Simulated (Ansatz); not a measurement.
## AlN: rigid cleavage

All numbers below come from Ansatz, DFT PBE, scalar-relativistic, plane waves, PAW. The runs took a 420 eV cutoff, a Γ-centred 5×7×3 mesh and Gaussian smearing (0.05 eV). No spin polarisation. Energies are free energies at this smearing, counted from the undisturbed cell; pressure is positive in compression.

The undisturbed cell (relaxed at this level; this zinc-blende form isn't the usual structure):

```
Al N
1.0
     4.40317    0.00000    0.00000
     0.00000    2.20159   -2.20159
     0.00000    6.60476    6.60476
Al N
6 6
Direct
  0.00000 0.00000 0.24998
  0.50000 0.50000 0.41665
  0.00000 0.00000 0.58332
  0.50000 0.50000 0.74998
  0.00000 0.00000 0.91665
  0.50000 0.50000 0.08332
  0.75000 0.00000 0.41665
  0.25000 0.50000 0.58332
  0.75000 0.00000 0.74998
  0.25000 0.50000 0.91665
  0.75000 0.00000 0.08332
  0.25000 0.50000 0.24998
```

The cut lies on the cell's a–b face, a (0 -1 1) plane (indices in the standard cell, whose axes needn't be the Cartesian ones shown) of area 13.71 Å², between layers 1.56 Å apart. Vector c is lengthened by d along the normal with the atoms' Cartesian places fixed: one unrelaxed cut a cell.

```csv
d (Å),energy (J/m²),traction dE/dd (GPa),gap on the mesh (eV)
-0.30,1.38,-108.9,3.17
-0.15,0.29,-41.7,3.27
0.00,0.00,0.0,3.31
0.25,0.49,33.0,3.15
0.50,1.44,40.9,3.00
0.75,2.44,37.9,2.85
1.00,3.31,31.0,2.50
1.50,4.49,17.0,1.83
2.00,5.09,8.0,1.45
3.00,5.49,1.5,1.25
4.50,5.57,0.1,1.31
6.00,5.58,0.0,1.37
```

Cost: 12 runs of about 2.1 core-minutes in all, on Arm Neoverse V2 (shared hosts).